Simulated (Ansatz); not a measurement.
The cell is built from the fluorite type as a first guess.

MgI$_{2}$: DFT, PBE, PAW with Ansatz's default frozen-core files, scalar-relativistic (Ansatz 0.2.0).

The relaxation starts from this cell:

```
CELL_PARAMETERS angstrom
0.00000 3.26429 3.26429
3.26429 0.00000 3.26429
3.26429 3.26429 0.00000
ATOMIC_POSITIONS crystal
Mg 0.00000 0.00000 0.00000
I 0.25000 0.25000 0.25000
I 0.75000 0.75000 0.75000
```

Output:

```
Engine: ansatz 0.2.0
Pseudopotentials: kind: paw
Pseudopotential: Mg, paw, valence charge 10, recommended cutoff 420 eV (normal)
Pseudopotential: I, paw, valence charge 17, recommended cutoff 420 eV (normal)
Functional definition: PBE
  parameter kappa = 0.804
  parameter beta = 0.06672455060314922
  exchange = pbe_x(kappa = kappa, mu = beta*pi^2/3)
  correlation = pbe_c(beta = beta)
Crystal: 3 atoms, lattice volume = 69.566 Å³
Basis set: ecut = 420 eV, 1363 PW (Γ), exchange–correlation on 64×64×64 points (8 copies of the dense FFT grid, shifted against one another)
Bands: 27, of which v1, the nominal top of the filled ones, is band 22 counted from 1 (21 counted from 0)
Symmetry: 48 space group operations
Space group: Fm-3m (ITA 225), of the structure as read, at distance tolerance 4.1e-5 Å
k-points: 47 of 1000
Non-local potential: Mg, projectors of the file, l = 0: 3, l = 1: 2, l = 2: 1
Non-local potential: I, projectors of the file, l = 0: 2, l = 1: 2, l = 2: 2, l = 3: 2
PAW form: soft (Blöchl's): semilocal exchange-correlation on the pseudo side does not see the compensation charge
PAW one-centre angular grid: Mg, 110 points (default); XC on 64 Gauss nodes
PAW one-centre angular grid: I, 590 points (default); XC on 64 Gauss nodes
Initial density: superposition of atomic densities (neutral atoms: chi_scale 0, normalization atom), corrected by the library's trained network
Initial wavefunctions: pseudopotential atomic-orbital guess
Functional: x = pbe(κ = 0.804, μ = 0.2195149727645171), c = pbe(β = 0.06672455060314922)
SCF iter   1: F=—  HF=-16949.000384 eV  |F-HF|=—  |Δ(HF+E_count)|=         —  Δρ=2.53e-3  dr2=8.35e-3  ethr=1.77e-3  ⟨swp⟩=8.2  Hψ=6434  notcnv=0
preconditioner: auto → Kerker (q_TF=auto, 2.528 Å⁻¹)  [metal: Δε(μ)=0.029 eV  Ē_g=10.971 eV  σ=0.030 eV  W_gap=0.24  n_scr=14 (ndim 8)  ℏωp=17.8 eV  f_vac=0.040  D(μ)=0.99/eV (n_scr^D=0)]
SCF iter   2: F=—  HF=-16948.998984 eV  |F-HF|=—  |Δ(HF+E_count)|=   1.40e-3  Δρ=1.50e-3  dr2=2.90e-3  ethr=1.90e-5  ⟨swp⟩=2.9  Hψ=2786  notcnv=0  defer=31
SCF iter   3: F=—  HF=-16948.999015 eV  |F-HF|=—  |Δ(HF+E_count)|=   3.11e-5  Δρ=6.81e-4  dr2=6.28e-4  ethr=6.59e-6  ⟨swp⟩=2.6  Hψ=2126  notcnv=0  defer=31
SCF iter   4: F=—  HF=-16948.999058 eV  |F-HF|=—  |Δ(HF+E_count)|=   4.36e-5  Δρ=3.02e-4  dr2=1.13e-4  ethr=1.43e-6  ⟨swp⟩=2.0  Hψ=1602  notcnv=0  defer=31
SCF iter   5: F=—  HF=-16948.999174 eV  |F-HF|=—  |Δ(HF+E_count)|=   1.16e-4  Δρ=1.29e-4  dr2=2.13e-5  ethr=2.56e-7  ⟨swp⟩=2.0  Hψ=2156  notcnv=0  defer=31
SCF iter   6: F=—  HF=-16948.999146 eV  |F-HF|=—  |Δ(HF+E_count)|=   2.85e-5  Δρ=8.12e-5  dr2=4.47e-6  ethr=4.84e-8  ⟨swp⟩=2.1  Hψ=1760  notcnv=0  defer=31
SCF iter   7: F=—  HF=-16948.999146 eV  |F-HF|=—  |Δ(HF+E_count)|=   6.32e-7  Δρ=1.36e-5  dr2=1.48e-7  ethr=1.02e-8  ⟨swp⟩=2.1  Hψ=2275  notcnv=0  defer=31
SCF iter   8: F=-16948.999146 eV  HF=-16948.999146 eV  |F-HF|=1.72e-8  |Δ(HF+E_count)|=   2.07e-8  Δρ=5.23e-6  dr2=1.82e-8  ethr=2.27e-10  ⟨swp⟩=4.1  Hψ=3914  notcnv=0
SCF 1 converged in 8 iterations: F = -16948.999146 eV  dr2 = 1.82e-8
  greatest PAW one-centre occupation: 1.000 electrons in one spin orbital (limit 2), on the Mg atom at site 0 (counted from 0), in its partial waves of l = 0
relax step   1: F+E_penalty+E_count = -16948.99914628 eV  Δ(F+E_penalty+E_count) = +0.000e0 eV  max|allowed force component| = 5.011e-18 eV/Å  Δτ_max = 0.0000 Å  P = +30.608 GPa  Ω = 69.566 Å³  (8 SCF iters, dr2 threshold 1.00e-7 eV, accepted)
Crystal: 3 atoms, lattice volume = 80.244 Å³
Basis set: ecut = 420 eV, 1471 PW (Γ), exchange–correlation on 64×64×64 points (8 copies of the dense FFT grid, shifted against one another)
Initial density: handed on by an earlier stage of this run
Initial wavefunctions: those handed on with the density
iter 1 solved again at ethr=1.99e-4 eV; its pass at ethr=3.10e-3 eV (dr2=8.76e-2 eV) is discarded
SCF iter   1: F=—  HF=-16950.542077 eV  |F-HF|=—  |Δ(HF+E_count)|=         —  Δρ=6.50e-3  dr2=9.08e-2  ethr=1.99e-4  ⟨swp⟩=1.9  Hψ=7858  notcnv=0
preconditioner: auto → none  [insulator: Δε(μ)=0.158 eV  Ē_g=10.485 eV  σ=0.030 eV  W_gap=0.87  n_scr=14 (ndim 8)  ℏωp=16.6 eV  f_vac=0.072  D(μ)=0.03/eV (n_scr^D=0)  ε∞_Penn≈3.5]
SCF iter   2: F=—  HF=-16950.500705 eV  |F-HF|=—  |Δ(HF+E_count)|=   4.14e-2  Δρ=1.99e-3  dr2=4.51e-3  ethr=1.99e-4  ⟨swp⟩=3.0  Hψ=2046  notcnv=0
SCF iter   3: F=—  HF=-16950.499071 eV  |F-HF|=—  |Δ(HF+E_count)|=   1.63e-3  Δρ=7.56e-4  dr2=3.08e-4  ethr=1.03e-5  ⟨swp⟩=2.9  Hψ=2296  notcnv=0
SCF iter   4: F=—  HF=-16950.499101 eV  |F-HF|=—  |Δ(HF+E_count)|=   2.98e-5  Δρ=1.84e-4  dr2=2.22e-5  ethr=7.00e-7  ⟨swp⟩=2.0  Hψ=1617  notcnv=0
SCF iter   5: F=—  HF=-16950.499070 eV  |F-HF|=—  |Δ(HF+E_count)|=   3.14e-5  Δρ=2.67e-5  dr2=2.70e-7  ethr=6.82e-10  ⟨swp⟩=3.9  Hψ=5369  notcnv=0
SCF iter   6: F=-16950.499070 eV  HF=-16950.499070 eV  |F-HF|=3.82e-10  |Δ(HF+E_count)|=   3.23e-7  Δρ=3.21e-6  dr2=4.63e-9  ethr=6.14e-10  ⟨swp⟩=2.2  Hψ=4157  notcnv=0
SCF 2 converged in 6 iterations: F = -16950.499070 eV  dr2 = 4.63e-9
relax step   2: F+E_penalty+E_count = -16950.49907004 eV  Δ(F+E_penalty+E_count) = -1.500e0 eV  max|allowed force component| = 1.465e-17 eV/Å  Δτ_max = 0.0000 Å  P = +15.628 GPa  Ω = 80.244 Å³  energy of the carried Pulay correction = -1.333e-3 eV  (6 SCF iters, dr2 threshold 3.00e-7 eV, accepted)
Crystal: 3 atoms, lattice volume = 91.962 Å³
Basis set: ecut = 420 eV, 1807 PW (Γ), exchange–correlation on 64×64×64 points (8 copies of the dense FFT grid, shifted against one another)
iter 1 solved again at ethr=1.33e-4 eV; its pass at ethr=3.10e-3 eV (dr2=5.86e-2 eV) is discarded
SCF iter   1: F=—  HF=-16951.272910 eV  |F-HF|=—  |Δ(HF+E_count)|=         —  Δρ=5.02e-3  dr2=6.00e-2  ethr=1.33e-4  ⟨swp⟩=2.0  Hψ=8290  notcnv=0
preconditioner: auto → none  [insulator: Δε(μ)=0.770 eV  Ē_g=9.958 eV  σ=0.030 eV  W_gap=1.00  n_scr=14 (ndim 8)  ℏωp=15.5 eV  f_vac=0.096  D(μ)=0.00/eV (n_scr^D=0)  ε∞_Penn≈3.4]
SCF iter   2: F=—  HF=-16951.247990 eV  |F-HF|=—  |Δ(HF+E_count)|=   2.49e-2  Δρ=1.87e-3  dr2=4.98e-3  ethr=1.33e-4  ⟨swp⟩=3.0  Hψ=2241  notcnv=0
SCF iter   3: F=—  HF=-16951.247155 eV  |F-HF|=—  |Δ(HF+E_count)|=   8.34e-4  Δρ=6.44e-4  dr2=2.83e-4  ethr=1.13e-5  ⟨swp⟩=2.0  Hψ=1880  notcnv=0
SCF iter   4: F=—  HF=-16951.247277 eV  |F-HF|=—  |Δ(HF+E_count)|=   1.21e-4  Δρ=1.77e-4  dr2=2.87e-5  ethr=6.43e-7  ⟨swp⟩=2.1  Hψ=2215  notcnv=0
SCF iter   5: F=—  HF=-16951.247286 eV  |F-HF|=—  |Δ(HF+E_count)|=   9.75e-6  Δρ=4.18e-5  dr2=8.16e-7  ethr=6.52e-8  ⟨swp⟩=2.0  Hψ=1645  notcnv=0
SCF iter   6: F=-16951.247288 eV  HF=-16951.247288 eV  |F-HF|=1.73e-9  |Δ(HF+E_count)|=   1.06e-6  Δρ=4.07e-6  dr2=1.18e-8  ethr=6.82e-10  ⟨swp⟩=4.8  Hψ=4651  notcnv=0
SCF 3 converged in 6 iterations: F = -16951.247288 eV  dr2 = 1.18e-8
[...]
SCF iter   4: F=—  HF=-16951.441392 eV  |F-HF|=—  |Δ(HF+E_count)|=   7.28e-6  Δρ=4.87e-5  dr2=2.25e-6  ethr=4.36e-8  ⟨swp⟩=2.0  Hψ=2181  notcnv=0
SCF iter   5: F=-16951.441393 eV  HF=-16951.441393 eV  |F-HF|=5.72e-8  |Δ(HF+E_count)|=   7.76e-7  Δρ=1.09e-5  dr2=7.38e-8  ethr=6.82e-10  ⟨swp⟩=5.0  Hψ=4846  notcnv=0
SCF 5 converged in 5 iterations: F = -16951.441393 eV  dr2 = 7.38e-8
relax step   5: F+E_penalty+E_count = -16951.44139304 eV  Δ(F+E_penalty+E_count) = -1.044e-2 eV  max|allowed force component| = 1.831e-17 eV/Å  Δτ_max = 0.0000 Å  P = -0.237 GPa  Ω = 104.110 Å³  energy of the carried Pulay correction = -3.727e-3 eV  (5 SCF iters, dr2 threshold 3.00e-7 eV, accepted)
Crystal: 3 atoms, lattice volume = 103.541 Å³
iter 1 solved again at ethr=3.56e-7 eV; its pass at ethr=3.10e-3 eV (dr2=1.57e-4 eV) is discarded
SCF iter   1: F=—  HF=-16951.441867 eV  |F-HF|=—  |Δ(HF+E_count)|=         —  Δρ=1.81e-4  dr2=8.45e-5  ethr=3.56e-7  ⟨swp⟩=2.0  Hψ=6659  notcnv=0
preconditioner: auto → none  [insulator: Δε(μ)=0.644 eV  Ē_g=9.437 eV  σ=0.030 eV  W_gap=1.00  n_scr=14 (ndim 8)  ℏωp=14.6 eV  f_vac=0.097  D(μ)=0.00/eV (n_scr^D=0)  ε∞_Penn≈3.4]
SCF iter   2: F=—  HF=-16951.441868 eV  |F-HF|=—  |Δ(HF+E_count)|=   1.60e-6  Δρ=6.14e-5  dr2=5.49e-6  ethr=1.92e-7  ⟨swp⟩=2.0  Hψ=1720  notcnv=0
SCF iter   3: F=—  HF=-16951.441868 eV  |F-HF|=—  |Δ(HF+E_count)|=   7.95e-7  Δρ=2.37e-5  dr2=4.05e-7  ethr=1.25e-8  ⟨swp⟩=2.8  Hψ=2191  notcnv=0
SCF iter   4: F=-16951.441868 eV  HF=-16951.441868 eV  |F-HF|=8.40e-9  |Δ(HF+E_count)|=   1.46e-7  Δρ=5.83e-6  dr2=3.29e-8  ethr=3.20e-10  ⟨swp⟩=4.1  Hψ=4562  notcnv=0
SCF 6 converged in 4 iterations: F = -16951.441868 eV  dr2 = 3.29e-8
relax step   6: F+E_penalty+E_count = -16951.44186770 eV  Δ(F+E_penalty+E_count) = -4.747e-4 eV  max|allowed force component| = 1.407e-17 eV/Å  Δτ_max = 0.0000 Å  P = -0.002 GPa  Ω = 103.541 Å³  energy of the carried Pulay correction = -3.678e-3 eV  (4 SCF iters, dr2 threshold 1.41e-7 eV, accepted)
Basis set: ecut = 420 eV, 2085 PW (Γ), exchange–correlation on 72×72×72 points (8 copies of the dense FFT grid, shifted against one another)
Initial wavefunctions: pseudopotential atomic-orbital guess (no wavefunctions were taken with the density)
iter 1 solved again at ethr=1.41e-6 eV; its pass at ethr=3.10e-3 eV (dr2=6.21e-4 eV) is discarded
SCF iter   1: F=—  HF=-16951.456324 eV  |F-HF|=—  |Δ(HF+E_count)|=         —  Δρ=2.28e-3  dr2=2.17e-4  ethr=1.41e-6  ⟨swp⟩=3.0  Hψ=8972  notcnv=0
preconditioner: auto → none  [insulator: Δε(μ)=0.655 eV  Ē_g=9.440 eV  σ=0.030 eV  W_gap=1.00  n_scr=14 (ndim 8)  ℏωp=14.6 eV  f_vac=0.097  D(μ)=0.00/eV (n_scr^D=0)  ε∞_Penn≈3.4]
SCF iter   2: F=—  HF=-16951.478100 eV  |F-HF|=—  |Δ(HF+E_count)|=   2.18e-2  Δρ=1.13e-3  dr2=4.99e-5  ethr=4.93e-7  ⟨swp⟩=2.0  Hψ=2434  notcnv=0
SCF iter   3: F=—  HF=-16951.485505 eV  |F-HF|=—  |Δ(HF+E_count)|=   7.41e-3  Δρ=2.61e-4  dr2=4.67e-6  ethr=1.13e-7  ⟨swp⟩=2.0  Hψ=1746  notcnv=0
SCF iter   4: F=—  HF=-16951.485914 eV  |F-HF|=—  |Δ(HF+E_count)|=   4.09e-4  Δρ=4.44e-5  dr2=1.01e-7  ethr=1.06e-8  ⟨swp⟩=2.0  Hψ=1645  notcnv=0
SCF iter   5: F=—  HF=-16951.485925 eV  |F-HF|=—  |Δ(HF+E_count)|=   1.11e-5  Δρ=2.16e-6  dr2=2.17e-9  ethr=2.30e-10  ⟨swp⟩=2.0  Hψ=1645  notcnv=0
SCF iter   6: F=—  HF=-16951.485925 eV  |F-HF|=—  |Δ(HF+E_count)|=   6.51e-9  Δρ=5.83e-7  dr2=5.70e-11  ethr=4.93e-12  ⟨swp⟩=2.0  Hψ=1645  notcnv=0
SCF iter   7: F=-16951.485925 eV  HF=-16951.485925 eV  |F-HF|=2.91e-11  |Δ(HF+E_count)|=   1.76e-9  Δρ=7.78e-8  dr2=9.41e-13  ethr=1.00e-12  ⟨swp⟩=6.0  Hψ=5190  notcnv=0
SCF 7 converged in 7 iterations: F = -16951.485925 eV  dr2 = 9.41e-13
relax step   7: F+E_penalty+E_count = -16951.48592468 eV  Δ(F+E_penalty+E_count) = -4.406e-2 eV  max|allowed force component| = 1.523e-17 eV/Å  Δτ_max = 0.0000 Å  P = +0.925 GPa  Ω = 103.541 Å³  stress off target by 9.25e-1 GPa  SCF on the basis re-selected at this cell (its energy is not comparable with the rows above)  (7 SCF iters)
basis re-selected at this cell: Δ(F+E_penalty+E_count) = -4.406e-2 eV, ΔP = +0.927 GPa vs the last step (what re-selecting the basis moved, of the pressure what is left beyond the Pulay correction that the steps carried, after the strain that the cell walked since its last selection, with what the two solves' SCF thresholds leave and, on support functions, any second-order correction that the steps lacked; it is no measure of the basis error at this ecutwfc). The dense FFT grid was sized anew with the basis: this SCF ran on 36×36×36 points, the steps before it on 32×32×32, so part of this shift can come from that change (see relax.cell in the input reference). This SCF's stress stands 9.25e-1 GPa from its target on what of the cell is left free (relax.cell.stress_tol is 5.00e-2 GPa) and its largest allowed force component is 1.52e-17 eV/Å (relax.f_tol is 5.00e-3 eV/Å): not within both, so this SCF does not close the relaxation
Crystal: 3 atoms, lattice volume = 105.782 Å³
iter 1 solved again at ethr=2.91e-6 eV; its pass at ethr=3.10e-3 eV (dr2=1.28e-3 eV) is discarded
SCF iter   1: F=—  HF=-16951.494450 eV  |F-HF|=—  |Δ(HF+E_count)|=         —  Δρ=6.84e-4  dr2=1.30e-3  ethr=2.91e-6  ⟨swp⟩=1.9  Hψ=7323  notcnv=0
preconditioner: auto → none  [insulator: Δε(μ)=0.646 eV  Ē_g=9.378 eV  σ=0.030 eV  W_gap=1.00  n_scr=14 (ndim 8)  ℏωp=14.4 eV  f_vac=0.103  D(μ)=0.00/eV (n_scr^D=0)  ε∞_Penn≈3.4]
SCF iter   2: F=—  HF=-16951.493901 eV  |F-HF|=—  |Δ(HF+E_count)|=   5.49e-4  Δρ=2.57e-4  dr2=9.36e-5  ethr=2.91e-6  ⟨swp⟩=2.0  Hψ=1962  notcnv=0
SCF iter   3: F=—  HF=-16951.493908 eV  |F-HF|=—  |Δ(HF+E_count)|=   6.94e-6  Δρ=9.99e-5  dr2=8.03e-6  ethr=2.13e-7  ⟨swp⟩=2.0  Hψ=1645  notcnv=0
SCF iter   4: F=—  HF=-16951.493911 eV  |F-HF|=—  |Δ(HF+E_count)|=   2.84e-6  Δρ=2.56e-5  dr2=6.66e-7  ethr=1.83e-8  ⟨swp⟩=2.1  Hψ=1589  notcnv=0
SCF iter   5: F=-16951.493911 eV  HF=-16951.493911 eV  |F-HF|=1.32e-8  |Δ(HF+E_count)|=   3.39e-7  Δρ=4.32e-6  dr2=1.31e-8  ethr=6.82e-10  ⟨swp⟩=4.9  Hψ=4063  notcnv=0
SCF 8 converged in 5 iterations: F = -16951.493911 eV  dr2 = 1.31e-8
relax step   8: F+E_penalty+E_count = -16951.49391087 eV  Δ(F+E_penalty+E_count) = -7.986e-3 eV  max|allowed force component| = 1.079e-17 eV/Å  Δτ_max = 0.0000 Å  P = +0.257 GPa  Ω = 105.782 Å³  energy of the carried Pulay correction = -1.915e-4 eV  (5 SCF iters, dr2 threshold 3.00e-7 eV, accepted)
Crystal: 3 atoms, lattice volume = 106.631 Å³
iter 1 solved again at ethr=3.78e-7 eV; its pass at ethr=3.10e-3 eV (dr2=1.66e-4 eV) is discarded
SCF iter   1: F=—  HF=-16951.494629 eV  |F-HF|=—  |Δ(HF+E_count)|=         —  Δρ=2.54e-4  dr2=1.78e-4  ethr=3.78e-7  ⟨swp⟩=2.3  Hψ=6894  notcnv=0
preconditioner: auto → none  [insulator: Δε(μ)=0.610 eV  Ē_g=9.340 eV  σ=0.030 eV  W_gap=1.00  n_scr=14 (ndim 8)  ℏωp=14.4 eV  f_vac=0.103  D(μ)=0.00/eV (n_scr^D=0)  ε∞_Penn≈3.4]
SCF iter   2: F=—  HF=-16951.494556 eV  |F-HF|=—  |Δ(HF+E_count)|=   7.23e-5  Δρ=9.65e-5  dr2=1.30e-5  ethr=3.78e-7  ⟨swp⟩=2.0  Hψ=1768  notcnv=0
SCF iter   3: F=—  HF=-16951.494576 eV  |F-HF|=—  |Δ(HF+E_count)|=   2.00e-5  Δρ=3.79e-5  dr2=1.17e-6  ethr=2.97e-8  ⟨swp⟩=2.0  Hψ=1645  notcnv=0
SCF iter   4: F=-16951.494577 eV  HF=-16951.494577 eV  |F-HF|=3.67e-8  |Δ(HF+E_count)|=   4.40e-7  Δρ=9.90e-6  dr2=9.99e-8  ethr=3.76e-10  ⟨swp⟩=5.0  Hψ=4154  notcnv=0
SCF 9 converged in 4 iterations: F = -16951.494577 eV  dr2 = 9.99e-8
relax step   9: F+E_penalty+E_count = -16951.49457690 eV  Δ(F+E_penalty+E_count) = -6.660e-4 eV  max|allowed force component| = 1.118e-17 eV/Å  Δτ_max = 0.0000 Å  P = +0.024 GPa  Ω = 106.631 Å³  energy of the carried Pulay correction = -2.680e-4 eV  (4 SCF iters, dr2 threshold 1.66e-7 eV, accepted)
iter 1 solved again at ethr=7.61e-7 eV; its pass at ethr=3.10e-3 eV (dr2=3.35e-4 eV) is discarded
SCF iter   1: F=—  HF=-16951.489088 eV  |F-HF|=—  |Δ(HF+E_count)|=         —  Δρ=4.24e-4  dr2=4.46e-6  ethr=7.61e-7  ⟨swp⟩=3.1  Hψ=9232  notcnv=0
preconditioner: auto → none  [insulator: Δε(μ)=0.597 eV  Ē_g=9.332 eV  σ=0.030 eV  W_gap=1.00  n_scr=14 (ndim 8)  ℏωp=14.4 eV  f_vac=0.103  D(μ)=0.00/eV (n_scr^D=0)  ε∞_Penn≈3.4]
SCF iter   2: F=—  HF=-16951.493038 eV  |F-HF|=—  |Δ(HF+E_count)|=   3.95e-3  Δρ=2.12e-4  dr2=1.11e-6  ethr=1.01e-8  ⟨swp⟩=3.0  Hψ=1937  notcnv=0
SCF iter   3: F=—  HF=-16951.494780 eV  |F-HF|=—  |Δ(HF+E_count)|=   1.74e-3  Δρ=2.89e-5  dr2=8.93e-8  ethr=2.52e-9  ⟨swp⟩=3.0  Hψ=1840  notcnv=0
SCF iter   4: F=—  HF=-16951.494818 eV  |F-HF|=—  |Δ(HF+E_count)|=   3.78e-5  Δρ=4.29e-6  dr2=5.02e-9  ethr=2.03e-10  ⟨swp⟩=3.0  Hψ=2470  notcnv=0
SCF iter   5: F=—  HF=-16951.494818 eV  |F-HF|=—  |Δ(HF+E_count)|=   7.72e-7  Δρ=4.45e-7  dr2=1.35e-10  ethr=1.14e-11  ⟨swp⟩=2.0  Hψ=1648  notcnv=0
SCF iter   6: F=-16951.494818 eV  HF=-16951.494818 eV  |F-HF|=1.16e-10  |Δ(HF+E_count)|=   4.02e-9  Δρ=1.05e-7  dr2=9.78e-12  ethr=1.00e-12  ⟨swp⟩=6.3  Hψ=5306  notcnv=0
SCF 10 converged in 6 iterations: F = -16951.494818 eV  dr2 = 9.78e-12
relax step  10: F+E_penalty+E_count = -16951.49481832 eV  Δ(F+E_penalty+E_count) = -2.414e-4 eV  max|allowed force component| = 1.349e-17 eV/Å  Δτ_max = 0.0000 Å  P = +0.021 GPa  Ω = 106.631 Å³  stress off target by 2.10e-2 GPa  SCF on the basis re-selected at this cell (its energy is not comparable with the rows above)  (6 SCF iters)
basis re-selected at this cell: Δ(F+E_penalty+E_count) = -2.414e-4 eV, ΔP = -0.003 GPa vs the last step (what re-selecting the basis moved, of the pressure what is left beyond the Pulay correction that the steps carried, after the strain that the cell walked since its last selection, with what the two solves' SCF thresholds leave and, on support functions, any second-order correction that the steps lacked; it is no measure of the basis error at this ecutwfc). This SCF's stress stands 2.10e-2 GPa from its target on what of the cell is left free (relax.cell.stress_tol is 5.00e-2 GPa) and its largest allowed force component is 1.35e-17 eV/Å (relax.f_tol is 5.00e-3 eV/Å): within both
SCF converged after 6 iterations
Free energy (F): -16951.494818 eV
Harris-Foulkes:  -16951.494818 eV  (|F-HF|=1.16e-10)
Internal energy: -16951.494818 eV  (E = F + TS)
E sigma→0 (E₀):  -16951.494818 eV
Entropy (-TS):   -0.000000 eV (-0.000 meV/atom)
Fermi energy:    6.024248 eV
--- Per-component energies (eV) ---
  E_band       = -1133.615183
  E_kinetic    = 453.114929
  E_local      = -5677.853825  (includes V_loc(G=0)·N_el)
  E_nonlocal   = -86.454685
  E_hartree    = 2667.533421
  E_xc         = -284.563235
  E_vxc        = -293.858563  (∫ρ·V_xc dr)
  E_paw        = -9926.004103  (= ΣΔE_a)
  E_vpaw       = -863.629930  (= ΣTr[D̂ρ^β])
  E_aug_tail   = -0.000041  (compensation charges beyond the density's cutoff)
  E_ewald      = -4097.267279
  E_smearing   = -0.000000  (= −TS)
  E_closure    = 0.000000  (closes the sum)
  Σ components = -16951.494818   (vs F -16951.494818, Δ=0.00e0)
--- Forces (eV/Å), atoms counted from 1 ---
  atom   1  Mg    -0.00000000     0.00000000    -0.00000000
  atom   2  I      0.00000000    -0.00000000    -0.00000000
  atom   3  I     -0.00000000     0.00000000     0.00000000
  max |Σ_I F_I| component: 1.16e-18 eV/Å
--- Stress (GPa, compression-positive) ---
        0.020959      -0.000000      -0.000000
       -0.000000       0.020959      -0.000000
       -0.000000      -0.000000       0.020959
  P = ⅓ Tr σ = 0.0210 GPa (0.210 kbar)
--- Relaxed structure (8 steps of the walk, 8 accepted, 2 SCFs on fresh bases) ---
  F+E_penalty+E_count = -16951.49481832 eV   max|allowed force component| = 1.349e-17 eV/Å   (the final SCF, on the basis selected at the relaxed cell)
  cell:  # Å, volume = 106.6315 Å³
    - [3.5094374648808066e-33, 3.7637298410608935, 3.7637298410608935]
    - [3.7637298410608935, -7.006134267628364e-35, 3.7637298410608935]
    - [3.7637298410608935, 3.7637298410608935, -1.1719355675659855e-33]
  atoms:
    - { symbol: Mg, position: [-1.8484013254002606e-33, 1.8555458517704243e-33, 8.342530922999532e-34] }
    - { symbol: I, position: [0.25, 0.25, 0.25] }
    - { symbol: I, position: [0.75, 0.75, 0.75] }
```
